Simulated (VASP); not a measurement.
# InP (F-43m) in VASP: a series of runs, part 2 of 3

VASP 6.6.1.

**3. Band structure, PBE**

Input file POSCAR:

```
InP
1.0
    0.0000000000      2.9305000000      2.9305000000
    2.9305000000      0.0000000000      2.9305000000
    2.9305000000      2.9305000000      0.0000000000
In P
1 1
Direct
    0.0000000000      0.0000000000      0.0000000000
    0.7500000000      0.7500000000      0.7500000000
```

Input file INCAR.step1:

```
PREC = Accurate
ENCUT = 900
EDIFF = 1E-6
ISMEAR = -1
SIGMA = 0.05
LREAL = F
LASPH = T
NELM = 60
ALGO = Normal
ISIF = 2
LWAVE = F
LCHARG = T
GGA = PE
NBANDS = 16
```

Input file KPOINTS.step1:

```
Automatic mesh
0
Gamma
  8 8 8
```

Input file INCAR.step2:

```
PREC = Accurate
ENCUT = 900
EDIFF = 1E-6
ISMEAR = 0
SIGMA = 0.05
LREAL = F
LASPH = T
NELM = 60
ALGO = Normal
ISIF = 2
LWAVE = F
LCHARG = F
GGA = PE
NBANDS = 16
ICHARG = 11
```

Input file KPOINTS.step2:

```
path GXWKGLUWLK,UX
15
line-mode
reciprocal
 0.0000000000  0.0000000000  0.0000000000  G
 0.5000000000  0.0000000000  0.5000000000  X

 0.5000000000  0.0000000000  0.5000000000  X
 0.5000000000  0.2500000000  0.7500000000  W

 0.5000000000  0.2500000000  0.7500000000  W
 0.3750000000  0.3750000000  0.7500000000  K

 0.3750000000  0.3750000000  0.7500000000  K
 0.0000000000  0.0000000000  0.0000000000  G

 0.0000000000  0.0000000000  0.0000000000  G
 0.5000000000  0.5000000000  0.5000000000  L

 0.5000000000  0.5000000000  0.5000000000  L
 0.6250000000  0.2500000000  0.6250000000  U

 0.6250000000  0.2500000000  0.6250000000  U
 0.5000000000  0.2500000000  0.7500000000  W

 0.5000000000  0.2500000000  0.7500000000  W
 0.5000000000  0.5000000000  0.5000000000  L

 0.5000000000  0.5000000000  0.5000000000  L
 0.3750000000  0.3750000000  0.7500000000  K

 0.6250000000  0.2500000000  0.6250000000  U
 0.5000000000  0.0000000000  0.5000000000  X
```

Potentials or basis: VASP PAW PBE potentials, release 64 (In_d, P).

Launch:

```sh
cat potpaw_PBE.64/In_d/POTCAR potpaw_PBE.64/P/POTCAR > POTCAR
cp INCAR.step1 INCAR
cp KPOINTS.step1 KPOINTS
mpirun -np 1 vasp_std > vasp.out
cp INCAR.step2 INCAR
cp KPOINTS.step2 KPOINTS
mpirun -np 1 vasp_std > vasp.out
```

OUTCAR:

```text
PREC = Accurate
   ENCUT = 900
   EDIFF = 1E-6
   ISMEAR = 0
   LREAL = F
   LASPH = T
   NELM = 60
   ISIF = 2
   GGA = PE
   ICHARG = 11

 ion  position               nearest neighbor table
   1  0.000  0.000  0.000-   2 2.54   2 2.54   2 2.54   2 2.54
   2  0.750  0.750  0.750-   1 2.54   1 2.54   1 2.54   1 2.54

  LATTYP: Found a face centered cubic cell.
 ALAT       =     5.8610000000

  Lattice vectors:

 A1 = (   0.0000000000,   2.9305000000,   2.9305000000)
 A2 = (   2.9305000000,   0.0000000000,   2.9305000000)
 A3 = (   2.9305000000,   2.9305000000,   0.0000000000)

Analysis of symmetry for initial positions (statically):
=====================================================================
 Subroutine PRICEL returns:
 Original cell was already a primitive cell.

 Routine SETGRP: Setting up the symmetry group for a
 face centered cubic supercell.

 Subroutine GETGRP returns: Found 24 space group operations
 (whereof 24 operations were pure point group operations)
 out of a pool of 48 trial point group operations.
[... 154 lines left out ...]
  free energy    TOTEN  =        -8.59290974 eV

  energy without entropy =       -8.59290974  energy(sigma->0) =       -8.59290974

 E-fermi :   5.4445     XC(G=0):  -9.2827

 val. band max:        5.1888969429   @ k =   0.0000   0.0000   0.0000
 cond. band min:       5.9011792299   @ k =   0.0000   0.0000   0.0000
 fundamental gap:      0.7122822870
 Fermi energy:         5.4444948724

 k-point     1 :       0.0000    0.0000    0.0000
  band No.  band energies     occupation
      1      -8.9977      2.00000
      2      -8.9977      2.00000
      3      -8.9977      2.00000
      4      -8.8438      2.00000
      5      -8.8438      2.00000
      6      -6.3280      2.00000
[... 433 lines left out ...]
      3      -8.9003      2.00000
      4      -8.8763      2.00000
      5      -8.8189      2.00000
      6      -3.9019      2.00000
[... 8 lines left out ...]
     15      16.4121      0.00000
     16      17.1179      0.00000

 [... further k-points ...]

------------------------ aborting loop because EDIFF is reached ----------------------------------------

  FORCE on cell =-STRESS in cart. coord.  units (eV):
  Direction    XX          YY          ZZ          XY          YZ          ZX
  --------------------------------------------------------------------------------------
  -------------------------------------------------------------------------------------
  Total        0.2306230      0.2306230      0.2306230     -0.0000000     -0.0000000     -0.0000000
  in kB        7.3410458      7.3410458      7.3410458     -0.0000000     -0.0000000     -0.0000000
  external PRESSURE =       7.3410458 kB  Pullay stress =       0.0000000 kB

 VOLUME and BASIS-vectors are now :
 -----------------------------------------------------------------------------
  energy-cutoff  :      900.00
  volume of cell :       50.33
      direct lattice vectors                 reciprocal lattice vectors
     0.000000000  2.930500000  2.930500000    -0.170619348  0.170619348  0.170619348
     2.930500000  0.000000000  2.930500000     0.170619348 -0.170619348  0.170619348
     2.930500000  2.930500000  0.000000000     0.170619348  0.170619348 -0.170619348

 POSITION                                       TOTAL-FORCE (eV/Angst)
 -----------------------------------------------------------------------------------
      0.00000      0.00000      0.00000         0.000000      0.000000      0.000000
      4.39575      4.39575      4.39575        -0.000000     -0.000000     -0.000000
 -----------------------------------------------------------------------------------
    total drift:                                0.000000      0.000000      0.000000

  FREE ENERGIE OF THE ION-ELECTRON SYSTEM (eV)
  ---------------------------------------------------
  free  energy   TOTEN  =        -8.5929097354 eV

  energy  without entropy=       -8.5929097354  energy(sigma->0) =       -8.59290974
```

OUTCAR.step1:

```text
PREC = Accurate
   ENCUT = 900
   EDIFF = 1E-6
   ISMEAR = -1
   LREAL = F
[... 679 lines left out ...]
      0.00000      0.00000      0.00000         0.000000      0.000000     -0.000000
      4.39575      4.39575      4.39575        -0.000000     -0.000000      0.000000
 -----------------------------------------------------------------------------------
    total drift:                                0.000000      0.000000      0.000000

  FREE ENERGIE OF THE ION-ELECTRON SYSTEM (eV)
  ---------------------------------------------------
  free  energy   TOTEN  =        -8.3808756875 eV

  energy  without entropy=       -8.3808707310  energy(sigma->0) =       -8.38087321
```

Run time: 3.2 min. Hardware: 1 thread of Intel Xeon Platinum 8488C (Sapphire Rapids), shared host; peak memory 0.44 GiB.

Results:

| Property | Result |
| --- | --- |
| Band gap on the k mesh | 0.71 eV, direct |
| Band gap along the path | 0.71 eV, direct |

Levels at the corners of the path, in eV from the valence-band top:
| point | band 7 | band 8 | band 9 | band 10 | band 11 | band 12 |
| --- | --- | --- | --- | --- | --- | --- |
| Γ | 0.00 | 0.00 | 0.00 | 0.71 | 4.09 | 4.09 |
| X | -5.75 | -2.32 | -2.32 | 1.76 | 2.27 | 9.21 |
| X | -5.75 | -2.32 | -2.32 | 1.76 | 2.27 | 9.21 |
| W | -5.60 | -2.95 | -2.91 | 4.29 | 4.38 | 5.57 |
| W | -5.60 | -2.95 | -2.91 | 4.29 | 4.38 | 5.57 |
| K | -5.60 | -3.30 | -1.94 | 2.36 | 4.39 | 7.51 |
| K | -5.60 | -3.30 | -1.94 | 2.36 | 4.39 | 7.51 |
| Γ | 0.00 | 0.00 | 0.00 | 0.71 | 4.09 | 4.09 |
| Γ | 0.00 | 0.00 | 0.00 | 0.71 | 4.09 | 4.09 |
| L | -5.73 | -0.97 | -0.97 | 1.50 | 4.81 | 4.81 |
| L | -5.73 | -0.97 | -0.97 | 1.50 | 4.81 | 4.81 |
| U | -5.60 | -3.30 | -1.94 | 2.36 | 4.39 | 7.51 |
| U | -5.60 | -3.30 | -1.94 | 2.36 | 4.39 | 7.51 |
| W | -5.60 | -2.95 | -2.91 | 4.29 | 4.38 | 5.57 |
| W | -5.60 | -2.95 | -2.91 | 4.29 | 4.38 | 5.57 |
| L | -5.73 | -0.97 | -0.97 | 1.50 | 4.81 | 4.81 |
| L | -5.73 | -0.97 | -0.97 | 1.50 | 4.81 | 4.81 |
| K | -5.60 | -3.30 | -1.94 | 2.36 | 4.39 | 7.51 |
| U | -5.60 | -3.30 | -1.94 | 2.36 | 4.39 | 7.51 |
| X | -5.75 | -2.32 | -2.32 | 1.76 | 2.27 | 9.21 |

Caveat: the log is that of the step along the path at fixed density, whose energy, stress, charges and moments have no meaning; spin-orbit coupling is left out, which moves the levels of the heavy elements.

(Continued in part 3 of 3.)
